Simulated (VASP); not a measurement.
# P (Ia-3) in VASP: single point with revPBE

Aim: the single point of P with revPBE.

Program: VASP 6.6.1. These are calculated values, not measurements. Logs are shortened: lines on timing, memory, paths and dates and some standing lists are left out, and cuts for length are marked.

### 1 The structure

The structure is cubic, space group Ia-3 (No. 206). The conventional cell has a = 6.672 Å, b = 6.672 Å, c = 6.672 Å, α = 90.00°, β = 90.00°, γ = 90.00°. P (site symmetry 3) is surrounded by 4 P at 2.27 to 2.41 Å.

The cell was built by a generator and needn't be a form met in nature.

### 2 Single point, revPBE

INCAR

```
SYSTEM = P
PREC = Accurate ; ENCUT = 520
EDIFF = 1E-7 ; ISMEAR = 0
SIGMA = 0.1 ; LREAL = .FALSE.
LASPH = .TRUE. ; NELM = 100
ALGO = Fast ; ISIF = 2
LWAVE = .FALSE. ; LCHARG = .FALSE.
GGA = RE ; NBANDS = 30
```

KPOINTS

```
regular mesh
0
G
  8 8 8
  0 0 0
```

POSCAR

```
P
1.0
   -3.3358221758      3.3358221758      3.3358221758
    3.3358221758     -3.3358221758      3.3358221758
    3.3358221758      3.3358221758     -3.3358221758
P
8
Direct
    0.1960575435      0.1960575435      0.1960575435
    0.5000000000      0.0000000000      0.3039424565
    0.3039424565      0.5000000000      0.0000000000
    0.0000000000      0.3039424565      0.5000000000
    0.8039424565      0.8039424565      0.8039424565
    0.5000000000      0.0000000000      0.6960575435
    0.6960575435      0.5000000000      0.0000000000
    0.0000000000      0.6960575435      0.5000000000
```

Potentials or basis: VASP PAW PBE potentials, release 64 (P).

Launch:

```sh
cat potpaw_PBE.64/P/POTCAR > POTCAR
mpirun -np 1 vasp_std > vasp.out
```

OUTCAR:

```text
SYSTEM = P
   PREC = Accurate
   ENCUT = 520
   EDIFF = 1E-7
   ISMEAR = 0
   LREAL = .FALSE.
   LASPH = .TRUE.
   NELM = 100
   ISIF = 2
   GGA = RE

 ion  position               nearest neighbor table
   1  0.196  0.196  0.196-   5 2.27   3 2.41   4 2.41   2 2.41
   2  0.500  0.000  0.304-   6 2.27   4 2.41   1 2.41   3 2.41
   3  0.304  0.500  0.000-   7 2.27   2 2.41   1 2.41   4 2.41
   4  0.000  0.304  0.500-   8 2.27   3 2.41   1 2.41   2 2.41
   5  0.804  0.804  0.804-   1 2.27   6 2.41   7 2.41   8 2.41
   6  0.500  0.000  0.696-   2 2.27   5 2.41   7 2.41   8 2.41
   7  0.696  0.500  0.000-   3 2.27   5 2.41   8 2.41   6 2.41
   8  0.000  0.696  0.500-   4 2.27   5 2.41   6 2.41   7 2.41

  LATTYP: Found a body centered cubic cell.
 ALAT       =     6.6716443516

  Lattice vectors:

 A1 = (  -3.3358221758,   3.3358221758,   3.3358221758)
 A2 = (   3.3358221758,  -3.3358221758,   3.3358221758)
 A3 = (   3.3358221758,   3.3358221758,  -3.3358221758)

Analysis of symmetry for initial positions (statically):
=====================================================================
 Subroutine PRICEL returns:
 Original cell was already a primitive cell.

 Routine SETGRP: Setting up the symmetry group for a
 body centered cubic supercell.

 Subroutine GETGRP returns: Found 24 space group operations
 (whereof  6 operations were pure point group operations)
 out of a pool of 48 trial point group operations.

The static configuration has the point symmetry S_6 .
 The point group associated with its full space group is T_h .

Analysis of symmetry for dynamics (positions and initial velocities):
=====================================================================
 Subroutine PRICEL returns:
 Original cell was already a primitive cell.

 Routine SETGRP: Setting up the symmetry group for a
 body centered cubic supercell.

 Subroutine GETGRP returns: Found 24 space group operations
 (whereof  6 operations were pure point group operations)
 out of a pool of 48 trial point group operations.

The dynamic configuration has the point symmetry S_6 .
 The point group associated with its full space group is T_h .

 Subroutine INISYM returns: Found 24 space group operations
 (whereof  6 operations are pure point group operations),
 and found     1 'primitive' translations

----------------------------------------------------------------------------------------

                                     Primitive cell

  volume of cell :     148.4802

  direct lattice vectors                    reciprocal lattice vectors
    -3.335822176  3.335822176  3.335822176     0.000000000  0.149888086  0.149888086
     3.335822176 -3.335822176  3.335822176     0.149888086  0.000000000  0.149888086
     3.335822176  3.335822176 -3.335822176     0.149888086  0.149888086  0.000000000

  length of vectors
     5.777813494  5.777813494  5.777813494     0.211973764  0.211973764  0.211973764

  position of ions in fractional coordinates (direct lattice)
     0.196057543  0.196057543  0.196057543
     0.500000000  0.000000000  0.303942457
     0.303942457  0.500000000  0.000000000
     0.000000000  0.303942457  0.500000000
     0.803942457  0.803942457  0.803942457
     0.500000000  0.000000000  0.696057543
     0.696057543  0.500000000  0.000000000
     0.000000000  0.696057543  0.500000000

  ion indices of the primitive-cell ions
   primitive index   ion index
                 1           1
                 2           2
                 3           3
                 4           4
                 5           5
                 6           6
                 7           7
                 8           8

----------------------------------------------------------------------------------------

 KPOINTS: regular mesh

Automatic generation of k-mesh.
 Grid dimensions read from file:
 generate k-points for:    8    8    8

 Generating k-lattice:

  Cartesian coordinates                     Fractional coordinates (reciprocal lattice)
     0.000000000  0.018736011  0.018736011     0.125000000  0.000000000  0.000000000
     0.018736011  0.000000000  0.018736011     0.000000000  0.125000000  0.000000000
     0.018736011  0.018736011  0.000000000     0.000000000  0.000000000  0.125000000

  Length of vectors
     0.026496720  0.026496720  0.026496720

  Shift w.r.t. Gamma in fractional coordinates (k-lattice)
     0.000000000  0.000000000  0.000000000

 Subroutine IBZKPT returns following result:
 ===========================================

 Found     35 irreducible k-points:

 Following reciprocal coordinates:
            Coordinates               Weight
  0.000000  0.000000  0.000000      1.000000
  0.125000  0.000000  0.000000     12.000000
  0.250000  0.000000  0.000000     12.000000
  0.375000  0.000000  0.000000     12.000000
  0.500000  0.000000  0.000000      6.000000
  0.125000  0.125000  0.000000     24.000000
[... 16 lines left out ...]
  0.500000  0.500000  0.125000     12.000000
 -0.375000  0.500000  0.125000     24.000000
 [... further k-points ...]
   k-points           NKPTS =     35   k-points in BZ     NKDIM =     35   number of bands    NBANDS=     30
   number of dos      NEDOS =    301   number of ions     NIONS =      8
   total plane-waves  NPLWV = 110592
   dimension x,y,z NGX =    48 NGY =   48 NGZ =   48
   dimension x,y,z NGXF=    96 NGYF=   96 NGZF=   96
   ions per type =               8
   NGX,Y,Z   is equivalent  to a cutoff of  13.81, 13.81, 13.81 a.u.
   NGXF,Y,Z  is equivalent  to a cutoff of  27.62, 27.62, 27.62 a.u.
 SYSTEM =  P
   PREC   = accura    normal or accurate (medium, high low for compatibility)
   ISTART =      0    job   : 0-new  1-cont  2-samecut
   ICHARG =      2    charge: 1-file 2-atom 10-const
   ISPIN  =      1    spin polarized calculation?
   LNONCOLLINEAR =      F non collinear calculations
   LSORBIT =      F    spin-orbit coupling
   LASPH  =      T    aspherical Exc in radial PAW
   ENCUT  =  520.0 eV  38.22 Ry    6.18 a.u.  10.74 10.74 10.74*2*pi/ulx,y,z
   NELM   =    100;   NELMIN=  2; NELMDL= -5     # of ELM steps
   EDIFF  = 0.1E-06   stopping-criterion for ELM
   LREAL  =      F    real-space projection
   EDIFFG = 0.1E-05   stopping-criterion for IOM
   NSW    =      0    number of steps for IOM
   IBRION =     -1    ionic relax: 0-MD 1-quasi-New 2-CG
   NFREE  =      0    steps in history (QN), initial steepest desc. (CG)
   ISIF   =      2    stress and relaxation
   ISYM   =      2    0-nonsym 1-usesym 2-fastsym
   POTIM  = 0.5000    time-step for ionic-motion
   TEBEG  =    0.0;   TEEND  =   0.0 temperature during run
   PSTRESS=    0.0 pullay stress
   NELECT =      40.0000    total number of electrons
   NUPDOWN=      -1.0000    fix difference up-down
   EMIN   =  10.00;   EMAX   =-10.00  energy-range for DOS
   EFERMI =   0.00;   METHOD = LEGACY
   ISMEAR =     0;   SIGMA  =   0.10  broadening in eV -4-tet -1-fermi 0-gaus
   EFERMI_NEDOS =   21; number of points for ismear=-14 and -15
   IALGO  =     68    algorithm
   IMIX   =      4    mixing-type and parameters
     AMIX     =   0.40;   BMIX     =  1.00
     AMIX_MAG =   1.60;   BMIX_MAG =  1.00
  volume/ion in A,a.u.               =      18.56       125.25
  Fermi-wavevector in a.u.,A,eV,Ry     =   1.057317  1.998040 15.210219  1.117920
  Thomas-Fermi vector in A             =   2.192585
   LORBIT       =      0    0 simple, 1 ext, 2 COOP (PROOUT), +10 PAW based schemes
   GGA     = RE    functional components
   LHFCALC =     F    Hartree Fock is set to
   AEXX    =    0.0000 exact exchange contribution
   IVDW    =     0    specifies the selected vdW correction
   LEPSILON=     F    determine dielectric tensor
   LRPA    =     F    only Hartree local field effects (RPA)
 non-spin polarized calculation
 RMM-DIIS sequential band-by-band and
 Gauss-broadening in eV      SIGMA  =   0.10
  energy-cutoff  :      520.00
  volume of cell :      148.48
 maximum number of plane-waves:      4028
 NGX is ok and might be reduce to    48
   NGX = 21   NGY = 21   NGZ = 21

 number of electron      40.0000000 magnetization

 Free energy of the ion-electron system (eV)
  ---------------------------------------------------
  ext. energy  EPLUGINS =         0.00000000
  ---------------------------------------------------
  free energy    TOTEN  =       -37.14005821 eV

  energy without entropy =      -37.11748540  energy(sigma->0) =      -37.12877181

 E-fermi :   7.1236     XC(G=0): -10.0237

 val. band max:        7.1171427153   @ k =  -0.3750   0.3750   0.1250
 cond. band min:       7.1382829862   @ k =  -0.3750   0.5000   0.1250
 fundamental gap:      0.0211402709
 Fermi energy:         7.1235791510

 k-point     1 :       0.0000    0.0000    0.0000
  band No.  band energies     occupation
      1      -8.3316      2.00000
      2      -4.7537      2.00000
      3      -4.6483      2.00000
      4      -4.6483      2.00000
      5      -4.6483      2.00000
      6      -2.3147      2.00000
[... 22 lines left out ...]
     29      11.3852      0.00000
     30      11.3854      0.00000

 k-point     2 :       0.1250    0.0000    0.0000
  band No.  band energies     occupation
      1      -8.2477      2.00000
      2      -5.1158      2.00000
      3      -4.8562      2.00000
      4      -4.7707      2.00000
      5      -4.3120      2.00000
      6      -2.4101      2.00000
[... 22 lines left out ...]
     29      11.1875      0.00000
     30      11.3654      0.00000

 k-point     3 :       0.2500    0.0000    0.0000
  band No.  band energies     occupation
      1      -7.9981      2.00000
      2      -5.6938      2.00000
      3      -5.1524      2.00000
      4      -5.0146      2.00000
      5      -3.9358      2.00000
      6      -2.6457      2.00000
[... 682 lines left out ...]
     29      10.9122      0.00000
     30      11.0030      0.00000

 k-point    24 :      -0.3750    0.5000    0.1250
  band No.  band energies     occupation
      1      -7.1362      2.00000
      2      -6.5783      2.00000
      3      -6.1157      2.00000
      4      -4.7192      2.00000
      5      -3.6072      2.00000
      6      -3.1821      2.00000
[... 22 lines left out ...]
     29      10.6582      0.00000
     30      11.0816      0.00000

 [... further k-points ...]
[... 5 lines left out ...]
  --------------------------------------------------------------------------------------
  -------------------------------------------------------------------------------------
  Total        0.6825307      0.6825307      0.6825307      0.0000000      0.0000000     -0.0000000
  in kB        7.3648533      7.3648533      7.3648533      0.0000000      0.0000000     -0.0000000
  external PRESSURE =       7.3648533 kB  Pullay stress =       0.0000000 kB

 VOLUME and BASIS-vectors are now :
 -----------------------------------------------------------------------------
  energy-cutoff  :      520.00
  volume of cell :      148.48
      direct lattice vectors                 reciprocal lattice vectors
    -3.335822176  3.335822176  3.335822176     0.000000000  0.149888086  0.149888086
     3.335822176 -3.335822176  3.335822176     0.149888086  0.000000000  0.149888086
     3.335822176  3.335822176 -3.335822176     0.149888086  0.149888086  0.000000000

 POSITION                                       TOTAL-FORCE (eV/Angst)
 -----------------------------------------------------------------------------------
      0.65401      0.65401      0.65401        -0.023358     -0.023358     -0.023358
     -0.65401      2.68181      0.65401         0.023358      0.023358     -0.023358
      0.65401     -0.65401      2.68181        -0.023358      0.023358      0.023358
      2.68181      0.65401     -0.65401         0.023358     -0.023358      0.023358
      2.68181      2.68181      2.68181         0.023358      0.023358      0.023358
      0.65401      3.98984     -0.65401        -0.023358     -0.023358      0.023358
     -0.65401      0.65401      3.98984         0.023358     -0.023358     -0.023358
      3.98984     -0.65401      0.65401        -0.023358      0.023358     -0.023358
 -----------------------------------------------------------------------------------
    total drift:                                0.000000      0.000000      0.000000

  FREE ENERGIE OF THE ION-ELECTRON SYSTEM (eV)
  ---------------------------------------------------
  free  energy   TOTEN  =       -37.1400582145 eV

  energy  without entropy=      -37.1174854010  energy(sigma->0) =      -37.12877181
```

It took 3.8 min on 1 thread of Intel Xeon Platinum 8488C (Sapphire Rapids), shared host; peak memory 0.35 GiB.

Results:

```
Free energy            : -37.1401 eV
Pressure               : 0.7 GPa
Largest force          : 0.040 eV/Å
Band gap on the k mesh : none (metal or under the smearing width)
```

Forces on the atoms (eV/Å):
```
P   -0.023 -0.023 -0.023
P    0.023  0.023 -0.023
P   -0.023  0.023  0.023
P    0.023 -0.023  0.023
P    0.023  0.023  0.023
P   -0.023 -0.023  0.023
P    0.023 -0.023 -0.023
P   -0.023  0.023 -0.023
```

Caveat: the PAW data sets were made with another functional, which shifts forces and pressure a little.
